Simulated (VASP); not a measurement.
# BeS (F-43m) in VASP: further runs, part 2 of 2

VASP 6.6.1. Earlier steps stand in the parts before.

### 4 Relaxation of cell and atoms, revPBE

INCAR reads:

```
  ALGO = Normal
  EDIFF = 1E-6
  EDIFFG = -0.02
  ENCUT = 600
  GGA = RE
  IBRION = 2
  ISIF = 3
  ISMEAR = -1
  LASPH = T
  LCHARG = F
  LREAL = F
  LWAVE = F
  NELM = 100
  NSW = 40
  PREC = Accurate
  SIGMA = 0.05
```

KPOINTS reads:

```
k-points
0
Gamma
  9 9 9
```

POSCAR reads:

```
BeS
1.0
    0.0000000000      2.4250000000      2.4250000000
    2.4250000000      0.0000000000      2.4250000000
    2.4250000000      2.4250000000      0.0000000000
S Be
1 1
Direct
    0.7500000000      0.7500000000      0.7500000000
    0.0000000000      0.0000000000      0.0000000000
```

Potentials or basis: VASP PAW PBE potentials, release 64 (S, Be).

Launch:

```bash
> cat potpaw_PBE.64/S/POTCAR potpaw_PBE.64/Be/POTCAR > POTCAR
> mpirun -np 1 vasp_std > vasp.out
```

OUTCAR:

```text
EDIFF = 1E-6
   EDIFFG = -0.02
   ENCUT = 600
   GGA = RE
   IBRION = 2
   ISIF = 3
   ISMEAR = -1
   LASPH = T
   LREAL = F
   NELM = 100
   NSW = 40
   PREC = Accurate

 ion  position               nearest neighbor table
   1  0.750  0.750  0.750-   2 2.10   2 2.10   2 2.10   2 2.10
   2  0.000  0.000  0.000-   1 2.10   1 2.10   1 2.10   1 2.10

  LATTYP: Found a face centered cubic cell.
 ALAT       =     4.8500000000

  Lattice vectors:

 A1 = (   0.0000000000,   2.4250000000,   2.4250000000)
 A2 = (   2.4250000000,   0.0000000000,   2.4250000000)
 A3 = (   2.4250000000,   2.4250000000,   0.0000000000)

Analysis of symmetry for initial positions (statically):
=====================================================================
 Subroutine PRICEL returns:
 Original cell was already a primitive cell.

 Routine SETGRP: Setting up the symmetry group for a
 face centered cubic supercell.

 Subroutine GETGRP returns: Found 24 space group operations
 (whereof 24 operations were pure point group operations)
 out of a pool of 48 trial point group operations.

The static configuration has the point symmetry T_d .

Analysis of symmetry for dynamics (positions and initial velocities):
=====================================================================
 Subroutine PRICEL returns:
 Original cell was already a primitive cell.

 Routine SETGRP: Setting up the symmetry group for a
 face centered cubic supercell.

 Subroutine GETGRP returns: Found 24 space group operations
 (whereof 24 operations were pure point group operations)
 out of a pool of 48 trial point group operations.

The dynamic configuration has the point symmetry T_d .

 Subroutine INISYM returns: Found 24 space group operations
 (whereof 24 operations are pure point group operations),
 and found     1 'primitive' translations

----------------------------------------------------------------------------------------

                                     Primitive cell

  volume of cell :      28.5210

  direct lattice vectors                    reciprocal lattice vectors
     0.000000000  2.425000000  2.425000000    -0.206185567  0.206185567  0.206185567
     2.425000000  0.000000000  2.425000000     0.206185567 -0.206185567  0.206185567
     2.425000000  2.425000000  0.000000000     0.206185567  0.206185567 -0.206185567

  length of vectors
     3.429467889  3.429467889  3.429467889     0.357123878  0.357123878  0.357123878

  position of ions in fractional coordinates (direct lattice)
     0.750000000  0.750000000  0.750000000
     0.000000000  0.000000000  0.000000000

  ion indices of the primitive-cell ions
   primitive index   ion index
                 1           1
                 2           2

----------------------------------------------------------------------------------------

 KPOINTS: k-points

Automatic generation of k-mesh.
 Grid dimensions read from file:
 generate k-points for:    9    9    9

 Generating k-lattice:

  Cartesian coordinates                     Fractional coordinates (reciprocal lattice)
    -0.022909507  0.022909507  0.022909507     0.111111111  0.000000000  0.000000000
[... 46 lines left out ...]
   ions per type =               1   1
   NGX,Y,Z   is equivalent  to a cutoff of  13.57, 13.57, 13.57 a.u.
   NGXF,Y,Z  is equivalent  to a cutoff of  27.15, 27.15, 27.15 a.u.
 SYSTEM =  unknown system
   PREC   = accura    normal or accurate (medium, high low for compatibility)
   ISTART =      0    job   : 0-new  1-cont  2-samecut
   ICHARG =      2    charge: 1-file 2-atom 10-const
   ISPIN  =      1    spin polarized calculation?
   LNONCOLLINEAR =      F non collinear calculations
   LSORBIT =      F    spin-orbit coupling
   LASPH  =      T    aspherical Exc in radial PAW
   ENCUT  =  600.0 eV  44.10 Ry    6.64 a.u.   6.85  6.85  6.85*2*pi/ulx,y,z
   NELM   =    100;   NELMIN=  2; NELMDL= -5     # of ELM steps
   EDIFF  = 0.1E-05   stopping-criterion for ELM
   LREAL  =      F    real-space projection
   EDIFFG = -.2E-01   stopping-criterion for IOM
   NSW    =     40    number of steps for IOM
   IBRION =      2    ionic relax: 0-MD 1-quasi-New 2-CG
   NFREE  =      1    steps in history (QN), initial steepest desc. (CG)
   ISIF   =      3    stress and relaxation
   ISYM   =      2    0-nonsym 1-usesym 2-fastsym
   POTIM  = 0.5000    time-step for ionic-motion
   TEBEG  =    0.0;   TEEND  =   0.0 temperature during run
   PSTRESS=    0.0 pullay stress
   NELECT =       8.0000    total number of electrons
   NUPDOWN=      -1.0000    fix difference up-down
   EMIN   =  10.00;   EMAX   =-10.00  energy-range for DOS
   EFERMI =   0.00;   METHOD = LEGACY
   ISMEAR =    -1;   SIGMA  =   0.05  broadening in eV -4-tet -1-fermi 0-gaus
   EFERMI_NEDOS =   21; number of points for ismear=-14 and -15
   IALGO  =     38    algorithm
   IMIX   =      4    mixing-type and parameters
     AMIX     =   0.40;   BMIX     =  1.00
     AMIX_MAG =   1.60;   BMIX_MAG =  1.00
  volume/ion in A,a.u.               =      14.26        96.23
  Fermi-wavevector in a.u.,A,eV,Ry     =   1.071642  2.025110 15.625158  1.148417
  Thomas-Fermi vector in A             =   2.207388
   LORBIT       =      0    0 simple, 1 ext, 2 COOP (PROOUT), +10 PAW based schemes
   GGA     = RE    functional components
   LHFCALC =     F    Hartree Fock is set to
   AEXX    =    0.0000 exact exchange contribution
   IVDW    =     0    specifies the selected vdW correction
   LEPSILON=     F    determine dielectric tensor
   LRPA    =     F    only Hartree local field effects (RPA)
 conjugate gradient relaxation of ions
 non-spin polarized calculation
  energy-cutoff  :      600.00
  volume of cell :       28.52
 maximum number of plane-waves:       963
   NGX = 13   NGY = 13   NGZ = 13

--------------------------------------- Ionic step        1  -------------------------------------------

 number of electron       7.9999999 magnetization

 Free energy of the ion-electron system (eV)
  ---------------------------------------------------
  ext. energy  EPLUGINS =         0.00000000
  ---------------------------------------------------
  free energy    TOTEN  =        -9.48572506 eV

  energy without entropy =       -9.48572506  energy(sigma->0) =       -9.48572506

------------------------ aborting loop because EDIFF is reached ----------------------------------------

  FORCE on cell =-STRESS in cart. coord.  units (eV):
  Direction    XX          YY          ZZ          XY          YZ          ZX
  --------------------------------------------------------------------------------------
  -------------------------------------------------------------------------------------
  Total        0.6068933      0.6068933      0.6068933      0.0000000     -0.0000000     -0.0000000
  in kB       34.0924096     34.0924096     34.0924096      0.0000000     -0.0000000     -0.0000000
  external PRESSURE =      34.0924096 kB  Pullay stress =       0.0000000 kB
[... 59 lines left out ...]
--------------------------------------- Ionic step        3  -------------------------------------------

 number of electron       7.9999999 magnetization

 Free energy of the ion-electron system (eV)
  ---------------------------------------------------
  ext. energy  EPLUGINS =         0.00000000
  ---------------------------------------------------
  free energy    TOTEN  =        -9.49640594 eV

  energy without entropy =       -9.49640594  energy(sigma->0) =       -9.49640594

 E-fermi :   4.8401     XC(G=0):  -9.4899

 val. band max:        3.8727736168   @ k =   0.0000   0.0000   0.0000
 cond. band min:       7.2321212192   @ k =   0.4444   0.4444   0.0000
 fundamental gap:      3.3593476024
 Fermi energy:         4.8401458487

 k-point     1 :       0.0000    0.0000    0.0000
  band No.  band energies     occupation
      1      -9.5791      2.00000
      2       3.8728      2.00000
      3       3.8728      2.00000
      4       3.8728      2.00000
      5       9.5701      0.00000
      6       9.6002      0.00000
      7       9.6002      0.00000
      8       9.6002      0.00000
[... 243 lines left out ...]
 k-point    24 :       0.4444    0.4444    0.0000
  band No.  band energies     occupation
      1      -7.6478      2.00000
      2      -0.8179      2.00000
      3       1.4170      2.00000
      4       1.4170      2.00000
      5       7.2321      0.00000
      6       8.9309      0.00000
      7      16.0346      0.00000
      8      16.0346      0.00000

 [... further k-points ...]

------------------------ aborting loop because EDIFF is reached ----------------------------------------

  FORCE on cell =-STRESS in cart. coord.  units (eV):
  Direction    XX          YY          ZZ          XY          YZ          ZX
  --------------------------------------------------------------------------------------
  -------------------------------------------------------------------------------------
  Total        0.0039836      0.0039836      0.0039836      0.0000000      0.0000000     -0.0000000
  in kB        0.2159526      0.2159526      0.2159526      0.0000000      0.0000000     -0.0000000
  external PRESSURE =       0.2159526 kB  Pullay stress =       0.0000000 kB
[... 17 lines left out ...]
  FREE ENERGIE OF THE ION-ELECTRON SYSTEM (eV)
  ---------------------------------------------------
  free  energy   TOTEN  =        -9.4964059409 eV

  energy  without entropy=       -9.4964059409  energy(sigma->0) =       -9.49640594

 reached required accuracy - stopping structural energy minimisation
```

CONTCAR:

```text
BeS
   1.00000000000000
     0.0000000000000000    2.4539465009811634    2.4539465009811634
     2.4539465009811634   -0.0000000000000000    2.4539465009811634
     2.4539465009811634    2.4539465009811634   -0.0000000000000000
  S               Be
     1     1
Direct
     0.7500000000000000    0.7500000000000000    0.7500000000000000
     0.0000000000000000    0.0000000000000000    0.0000000000000000

  0.00000000E+00  0.00000000E+00  0.00000000E+00
  0.00000000E+00  0.00000000E+00  0.00000000E+00
```

It took 12 s on 1 thread of Intel Xeon Platinum 8488C (Sapphire Rapids), shared host; peak memory 0.15 GiB.

Results:

- Free energy: -9.4964 eV
- Relaxed volume: 14.78 Å³/atom
- Relaxed cell: a = 3.470 Å, b = 3.470 Å, c = 3.470 Å, α = 60.00°, β = 60.00°, γ = 60.00°
- Space group after relaxing (to 0.05 Å): F-43m (No. 216)
- Energy gained by relaxing: 5.3 meV/atom
- Ionic steps: 3
- Pressure after relaxing: 0.0 GPa
- Band gap on the k mesh: 3.36 eV, indirect (least direct gap 5.70 eV)

The path:
```csv
step,energy change (eV),largest force (eV/Å),pressure (GPa),volume (Å³)
1,0.0000,0.0000,3.41,28.52
2,-0.0102,0.0000,-0.70,29.79
3,-0.0107,0.0000,0.02,29.55
```

Final structure:
```cif
data_structure
_symmetry_space_group_name_H-M 'P 1'
_symmetry_Int_Tables_number 1
_cell_length_a 3.4704
_cell_length_b 3.4704
_cell_length_c 3.4704
_cell_angle_alpha 60.000
_cell_angle_beta 60.000
_cell_angle_gamma 60.000
_cell_volume 29.55
loop_
_atom_site_label
_atom_site_type_symbol
_atom_site_fract_x
_atom_site_fract_y
_atom_site_fract_z
_atom_site_occupancy
S1 S 0.75000 0.75000 0.75000 1
Be1 Be 0.00000 0.00000 0.00000 1
```

Caveat: the PAW data sets were made with another functional, which shifts forces and pressure a little; an odd mesh through Γ misses points on the zone boundary, where band edges often lie.

### 5 Relaxation of cell and atoms, BLYP

INCAR, as its differences from that of step 4:

```diff
@@ -1 +1,5 @@
+  AGGAC = 1.0
+  AGGAX = 1.0
+  ALDAC = 0.0
+  ALDAX = 1.0
   ALGO = Normal
@@ -4,3 +8,3 @@
   ENCUT = 600
-  GGA = RE
+  GGA = B5
   IBRION = 2
```

KPOINTS is that of step 4.

POSCAR is that of step 4.

Launch:

```bash
> cat potpaw_PBE.64/S/POTCAR potpaw_PBE.64/Be/POTCAR > POTCAR
> mpirun -np 1 vasp_std > vasp.out
```

Run time: 22 s. Hardware: 1 thread of Intel Xeon Platinum 8488C (Sapphire Rapids), shared host; peak memory 0.15 GiB.

Results (log left out):

```
Free energy                            : -9.1990 eV
Relaxed volume                         : 14.93 Å³/atom
Relaxed cell                           : a = 3.482 Å, b = 3.482 Å, c = 3.482 Å, α = 60.00°, β = 60.00°, γ = 60.00°
Space group after relaxing (to 0.05 Å) : F-43m (No. 216)
Energy gained by relaxing              : 8.9 meV/atom
Ionic steps                            : 3
Pressure after relaxing                : 0.0 GPa
Band gap on the k mesh                 : 3.57 eV, indirect (least direct gap 5.75 eV)
```

Step by step:
| step | energy change (eV) | largest force (eV/Å) | pressure (GPa) | volume (Å³) |
| --- | --- | --- | --- | --- |
| 1 | 0.0000 | 0.0000 | 4.40 | 28.52 |
| 2 | -0.0170 | 0.0000 | -0.87 | 30.17 |
| 3 | -0.0178 | 0.0000 | 0.02 | 29.86 |

Final structure:
```
S Be
1.0
     0.00000    2.46244    2.46244
     2.46244    0.00000    2.46244
     2.46244    2.46244    0.00000
S Be
1 1
Direct
  0.75000 0.75000 0.75000
  0.00000 0.00000 0.00000
```

Levels at points of the mesh, in eV from the valence-band top:
```csv
k point,band 2,band 3,band 4,band 5,band 6,band 7
"(0.00, 0.00, 0.00)",0.00,0.00,0.00,5.75,5.80,5.80
```

Caveat: the PAW data sets were made with another functional, which shifts forces and pressure a little; an odd mesh through Γ misses points on the zone boundary, where band edges often lie.

### 6 Summary

| level | gap on the mesh (eV) | pressure (GPa) | relaxed volume (Å³/atom) |
| --- | --- | --- | --- |
| PBEsol | 3.01 | 0.1 | 14.16 |
| RPBE | 3.40 | 0.0 | 14.85 |
| revPBE | 3.36 | 0.0 | 14.78 |
| BLYP | 3.57 | 0.0 | 14.93 |

Alike in all rows: task relaxation of cell and atoms; potentials or basis VASP PAW PBE potentials, release 64 (S, Be); no spin polarisation; cell relaxed; k mesh 9 × 9 × 9; cutoff (eV) 600; smearing fermi-dirac 0.05 eV.

Caveats: the PAW data sets were made with another functional, which shifts forces and pressure a little; an odd mesh through Γ misses points on the zone boundary, where band edges often lie.

Total energies depend on the potentials used, so only differences within one code and one set of settings carry meaning.
